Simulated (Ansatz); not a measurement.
**Mo under strains and displacements**

These are results of Ansatz, DFT PBE, scalar-relativistic, plane waves, PAW, not measurements.

Plane waves to 420 eV, a k mesh through Γ of 16×16×16 on the computed 1-atom cell and Gaussian smearing (0.10 eV); no spin polarisation.

Reference cell:

```xyz
1
Lattice="2.7355 0.0000 0.0000 -1.3678 2.3690 0.0000 0.0000 0.0000 2.5552" Properties=species:S:1:pos:R:3 pbc="T T T"
Mo    0.0000    0.0000    1.2776
```

Each variant moves atoms of this cell by the vectors given, if any (Å), and then applies a symmetric strain (tensor components, Cartesian axes). The reference cell isn't relaxed at this level. Energies are per atom at zero smearing, counted from the lowest variant. Pressure is positive in compression.

1. strain (xx yy zz yz xz xy, %) -1.33 -0.59 -5.46 -0.42 0.60 0.22
2. strain (xx yy zz yz xz xy, %) 0.34 -1.00 -6.33 3.09 -1.79 1.15
3. strain (xx yy zz yz xz xy, %) 0.06 1.53 -3.36 -3.00 -0.20 2.01

| result | ΔE (meV/atom) | P (GPa) |
| --- | --- | --- |
| A | 0.0 | 7.26 |
| B | 81.2 | 21.87 |
| C | 99.3 | 22.33 |

Question: Which variant gave which result?

Answer: A is 3, B is 2, C is 1. The pressure falls as the cell grows: from the smallest volume to the largest the variants are 1, 2, 3.

This form isn't the element's structure at ambient conditions.